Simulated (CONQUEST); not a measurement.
# WS2 in CONQUEST: convergence with smearing width

Aim: find how far smearing width must go before the results for WS2 settle, at PBE. This setting moves, with any that are tied to it; all else stays.

Everything below comes from runs of CONQUEST 1.3. Logs are shortened: lines on timing, memory, paths and dates and some standing lists are left out, and cuts for length are marked.

### Step 1. Starting point

The cell holds a slab with vacuum, 12 atoms: a = 3.184 Å, b = 5.514 Å, c = 35.070 Å, α = 90.00°, β = 90.00°, γ = 90.00°.

### Step 2. With smearing width 0.4 eV

File Conquest_input:

```
IO.Title WS2
IO.Coordinates coords.dat
IO.FractionalAtomicCoords T
IO.Iprint 2
IO.Iprint_init 1
General.NumberOfSpecies 2
General.PseudopotentialType hamann
AtomMove.TypeOfRun static
AtomMove.FullStress T
Grid.GridCutoff 120
DM.SolutionMethod diagon
Diag.MPMesh T
Diag.GammaCentred T
Diag.MPMeshX 7
Diag.MPMeshY 4
Diag.MPMeshZ 1
Diag.kT 0.01469973
minE.SCTolerance 1e-6
SC.MaxIters 100
IO.AtomChargeOutput T
SC.KerkerPreCondition T
SC.KerkerFactor 0.3
SC.LinearMixingFactor 0.3
%block ChemicalSpeciesLabel
1 32.070 S
2 183.850 W
%endblock
```

File coords.dat:

```
    6.0159740242     0.0000000000     0.0000000000
    0.0000000000    10.4199726677     0.0000000000
    0.0000000000     0.0000000000    66.2717531829
12
  0.0000000050   0.3333333350   0.7861389620 1 T T T
  0.5000000050   0.8333333350   0.7861389620 1 T T T
  0.4999999950   0.1666666650   0.7416712120 2 T T T
  0.9999999950   0.6666666650   0.7416712120 2 T T T
  0.0000000050   0.3333333350   0.6972034630 1 T T T
  0.5000000050   0.8333333350   0.6972034630 1 T T T
  0.0000000050   0.3333333350   0.3027965370 1 T T T
  0.5000000050   0.8333333350   0.3027965370 1 T T T
  0.4999999950   0.1666666650   0.2583287880 2 T T T
  0.9999999950   0.6666666650   0.2583287880 2 T T T
  0.0000000050   0.3333333350   0.2138610380 1 T T T
  0.5000000050   0.8333333350   0.2138610380 1 T T T
```

Potentials or basis: PseudoDojo NC PBE, SZP, grid cutoff 120 Ha.

Run with:

```
OMP_NUM_THREADS=1 Conquest
```

The log of the run:

```text
Simulation cell dimensions:     6.0160 a0 x    10.4200 a0 x    66.2718 a0

      Atomic coordinates (a0)
         Atom         X         Y         Z  Species
            1    0.0000    3.4733   52.0988        1
            2    3.0080    8.6833   52.0988        1
            3    3.0080    1.7367   49.1519        2
            4   -0.0000    6.9466   49.1519        2
            5    0.0000    3.4733   46.2049        1
            6    3.0080    8.6833   46.2049        1
            7    0.0000    3.4733   20.0669        1
            8    3.0080    8.6833   20.0669        1
            9    3.0080    1.7367   17.1199        2
           10   -0.0000    6.9466   17.1199        2
           11    0.0000    3.4733   14.1729        1
           12    3.0080    8.6833   14.1729        1

         Monkhorst-Pack mesh:   7 x   4 x   1 gamma-centred
        This calculation includes non-local pseudopotentials,
         with a maximum core radius of      7.96707561

    Job title: WS2
    Job to be run: static calculation

[... 5 lines left out ...]
      Using Fermi-Dirac smearing

    Integration grid size:     32 x   60 x  360

    Integration grid spacing:  0.188 a0 x 0.174 a0 x 0.184 a0

    Number of species:  2
    --------------------------------------------------------
    |   #  mass (au)  Charge (e)  SF Rad (a0)  NSF  Label  |
    --------------------------------------------------------
    |   1     32.070       6.000        6.392    9  S      |
    |   2    183.850      14.000        8.272   13  W      |
    --------------------------------------------------------
          SCF tolerance:                 0.00000100
          SCF iterations:               100

    The functional used will be GGA PBE96
[... 98 lines left out ...]
          Harris-Foulkes Energy            :      -391.836840382239757 Ha
          GroundState Energy (E-(1/2)TS)   :      -391.853432409194340 Ha
          Free Energy (E-TS)               :      -391.870024436148867 Ha
          DFT Total Energy                 :      -391.836866657765540 Ha
[... 23 lines left out ...]
          DFT Total Energy                 :      -391.836866664127740 Ha
          Total number of electrons        :       104.000068751985694
    PulayMixSC: Pulay iteration    53 residual:              0.11750E-05
          Harris-Foulkes Energy            :      -391.836847873605336 Ha
          GroundState Energy (E-(1/2)TS)   :      -391.853439708138524 Ha
          Free Energy (E-TS)               :      -391.870031542671711 Ha
          DFT Total Energy                 :      -391.836867194822617 Ha
          Total number of electrons        :       104.000072672012735
    PulayMixSC: Pulay iteration    54 residual:              0.11031E-05
          Harris-Foulkes Energy            :      -391.836853522519107 Ha
          GroundState Energy (E-(1/2)TS)   :      -391.853445003342529 Ha
          Free Energy (E-TS)               :      -391.870036484165894 Ha
          DFT Total Energy                 :      -391.836868150156761 Ha
          Total number of electrons        :       104.000077839610356
    PulayMixSC: Pulay iteration    55 residual:              0.89769E-06
    PulayMixSC: Reached SCF tolerance of  0.89769E-06 after     55 iterations
      | Number of electrons      =       104.000078
      |* band energy as 2Tr[K.H] =       -91.863622550723321 Ha
      |  screened ion-ion energy =      -278.482507484521193 Ha
      |  Ha correction           =         0.226375062813600 Ha
      |  XC correction           =       -21.717132619218766 Ha
      | GS Energy as E-(1/2)TS   =      -391.853445003342529 Ha
      | Free Energy as E-TS      =      -391.870036484165894 Ha
      |* Harris-Foulkes energy   =      -391.836853522519107 Ha
      |* DFT total energy        =      -391.836868150156761 Ha
      |  estimated accuracy      =         0.000014627637654 Ha

    force: Forces on atoms (Ha/a0)
    force:  Atom   X              Y              Z
    force:     1  -0.0000000138   0.0000175492   0.0197940727
    force:     2  -0.0000000133   0.0000175492   0.0197940727
    force:     3  -0.0000000601   0.0000937692   0.0004853040
    force:     4  -0.0000000625   0.0000937691   0.0004853040
    force:     5  -0.0000000138   0.0000175806  -0.0198097339
    force:     6  -0.0000000133   0.0000175806  -0.0198097339
    force:     7  -0.0000000138   0.0000175806   0.0198097339
    force:     8  -0.0000000133   0.0000175806   0.0198097339
    force:     9  -0.0000000605   0.0000937694  -0.0004853040
    force:    10  -0.0000000628   0.0000937690  -0.0004853040
    force:    11  -0.0000000138   0.0000175492  -0.0197940727
    force:    12  -0.0000000133   0.0000175492  -0.0197940727

    force: Maximum force :        0.01980973(Ha/a0) on atom         8 in z direction
    force: Force Residual:        0.01617071 Ha/a0
    force: Total stress:         -2.55201804     0.00000018     0.00000000 GPa
                            -0.00000003    -2.55632911     0.00000000
                            -0.00000000     0.00000000    -3.31972641
    force: Average pressure:      2.80935786 GPa

    force: Finished force
    get_E_and_F: Change in energy during last step of electronic optimisation: -0.56489E-05

    BIBLIOGRAPHY: Please consider citing the following references in the conquest.bib file

    CONQUEST:         Bowler2002pt, Miyazaki2004, Nakata2020
    Basis:            Bowler2019
    DM:               Bowler:2006xr
    Pseudopotentials: Hamann2013, Bowler2019
    XC functional:    Perdew1996
```

It took 3.4 min on 1 thread of AMD EPYC 7B13 (Zen 3), shared host; peak memory 1.4 GiB.

Results:

```
Free energy            : -10663.3269 eV
Largest force          : 1.019 eV/Å
Band gap on the k mesh : 1.72 eV
Mulliken charges       : S -0.25; W +0.51 e
```

### Step 3. With smearing width 0.3 eV

Conquest_input, as its differences from that of step 2:

```diff
@@ -16,3 +16,3 @@
 Diag.MPMeshZ 1
-Diag.kT 0.01469973
+Diag.kT 0.01102480
 minE.SCTolerance 1e-6
```

coords.dat is that of step 2.

Potentials or basis: PseudoDojo NC PBE, SZP, grid cutoff 120 Ha.

Run with:

```
OMP_NUM_THREADS=1 Conquest
```

Wall time 3.3 min (1 thread of AMD EPYC 7B13 (Zen 3), shared host); peak memory 1.4 GiB.

Results (log left out):

```
Free energy            : -10663.1791 eV
Largest force          : 1.001 eV/Å
Band gap on the k mesh : 1.72 eV
Mulliken charges       : S -0.25; W +0.51 e
```

### Step 4. With smearing width 0.2 eV

Conquest_input, as its differences from that of step 3:

```diff
@@ -16,3 +16,3 @@
 Diag.MPMeshZ 1
-Diag.kT 0.01102480
+Diag.kT 0.00734986
 minE.SCTolerance 1e-6
```

coords.dat is that of step 3.

Run with:

```
OMP_NUM_THREADS=1 Conquest
```

It took 3 min on 1 thread of AMD EPYC 7B13 (Zen 3), shared host; peak memory 1.4 GiB.

The run converged. Its results:

```yaml
Free_energy: -10663.1384 eV
Largest_force: 1.001 eV/Å
Band_gap_on_the_k_mesh: 1.72 eV
Mulliken_charges: S -0.25; W +0.50 e
```

### Step 5. With smearing width 0.1 eV

Conquest_input, as its differences from that of step 4:

```diff
@@ -16,3 +16,3 @@
 Diag.MPMeshZ 1
-Diag.kT 0.00734986
+Diag.kT 0.00367493
 minE.SCTolerance 1e-6
```

coords.dat is that of step 4.

Run with:

```
OMP_NUM_THREADS=1 Conquest
```

Wall time 3.1 min (1 thread of AMD EPYC 7B13 (Zen 3), shared host); peak memory 1.4 GiB.

The run converged. Its results:

- Free energy: -10663.1349 eV
- Largest force: 1.003 eV/Å
- Band gap on the k mesh: 1.72 eV
- Mulliken charges: S -0.25; W +0.50 e

### Step 6. With smearing width 0.05 eV

Conquest_input, as its differences from that of step 5:

```diff
@@ -16,3 +16,3 @@
 Diag.MPMeshZ 1
-Diag.kT 0.00367493
+Diag.kT 0.00183747
 minE.SCTolerance 1e-6
```

coords.dat is that of step 5.

Potentials or basis: PseudoDojo NC PBE, SZP, grid cutoff 120 Ha.

Run with:

```
OMP_NUM_THREADS=1 Conquest
```

Run time: 3.1 min. Hardware: 1 thread of AMD EPYC 7B13 (Zen 3), shared host; peak memory 1.4 GiB.

The run converged. Its results:

```yaml
Free_energy: -10663.1349 eV
Largest_force: 1.003 eV/Å
Band_gap_on_the_k_mesh: 1.72 eV
Mulliken_charges: S -0.25; W +0.50 e
```

### Step 7. With smearing width 0.025 eV

Conquest_input, as its differences from that of step 6:

```diff
@@ -16,3 +16,3 @@
 Diag.MPMeshZ 1
-Diag.kT 0.00183747
+Diag.kT 0.00091873
 minE.SCTolerance 1e-6
```

coords.dat is that of step 6.

Run with:

```
OMP_NUM_THREADS=1 Conquest
```

Wall time 3.2 min (1 thread of AMD EPYC 7B13 (Zen 3), shared host); peak memory 1.4 GiB.

The run converged. Its results:

| Item | Value |
| --- | --- |
| Free energy | -10663.1349 eV |
| Largest force | 1.003 eV/Å |
| Band gap on the k mesh | 1.72 eV |
| Mulliken charges | S -0.25; W +0.50 e |

### Step 8. With smearing width 0.01 eV

Conquest_input, as its differences from that of step 7:

```diff
@@ -16,3 +16,3 @@
 Diag.MPMeshZ 1
-Diag.kT 0.00091873
+Diag.kT 0.00036749
 minE.SCTolerance 1e-6
```

coords.dat is that of step 7.

Run with:

```
OMP_NUM_THREADS=1 Conquest
```

It took 3.1 min on 1 thread of AMD EPYC 7B13 (Zen 3), shared host; peak memory 1.4 GiB.

Results (log left out):

- Free energy: -10663.1349 eV
- Largest force: 1.003 eV/Å
- Band gap on the k mesh: 1.72 eV
- Mulliken charges: S -0.25; W +0.50 e

### Step 9. With smearing width 0.005 eV

Conquest_input, as its differences from that of step 8:

```diff
@@ -16,3 +16,3 @@
 Diag.MPMeshZ 1
-Diag.kT 0.00036749
+Diag.kT 0.00018375
 minE.SCTolerance 1e-6
```

coords.dat is that of step 8.

Potentials or basis: PseudoDojo NC PBE, SZP, grid cutoff 120 Ha.

Run with:

```
OMP_NUM_THREADS=1 Conquest
```

Run time: 3.1 min. Hardware: 1 thread of AMD EPYC 7B13 (Zen 3), shared host; peak memory 1.4 GiB.

Results (log left out):

- Free energy: -10663.1349 eV
- Largest force: 1.003 eV/Å
- Band gap on the k mesh: 1.72 eV
- Mulliken charges: S -0.25; W +0.50 e

### Step 10. The series at a glance

```tsv
smearing width	energy less the tightest run, at zero smearing (meV/atom)	largest force (eV/Å)	gap on the mesh (eV)	SCF cycles	CPU time (s)	peak memory (GiB)
0.4 eV	21.62	1.019	1.723	55	200	1.4
0.3 eV	6.47	1.001	1.719	54	200	1.4
0.2 eV	0.72	1.001	1.717	46	180	1.4
0.1 eV	0.00	1.003	1.716	49	190	1.4
0.05 eV	0.00	1.003	1.716	49	190	1.4
0.025 eV	0.00	1.003	1.716	49	190	1.4
0.01 eV	0.00	1.003	1.716	49	190	1.4
0.005 eV	0.00	1.003	1.716	49	190	1.4
```

Against the tightest run, the energy stays within 1 meV/atom from 0.2 eV on; the largest force stays within 0.005 eV/Å from 0.3 eV on; the gap on the mesh stays within 0.01 eV from 0.4 eV on. The tightest run that finished is the yardstick and may itself not be fully converged.

Caveats: the atomic basis is small; spin-orbit coupling is left out, which moves the levels of the heavy elements; the basis of atomic orbitals isn't converged, which shifts pressures, moduli and gaps.
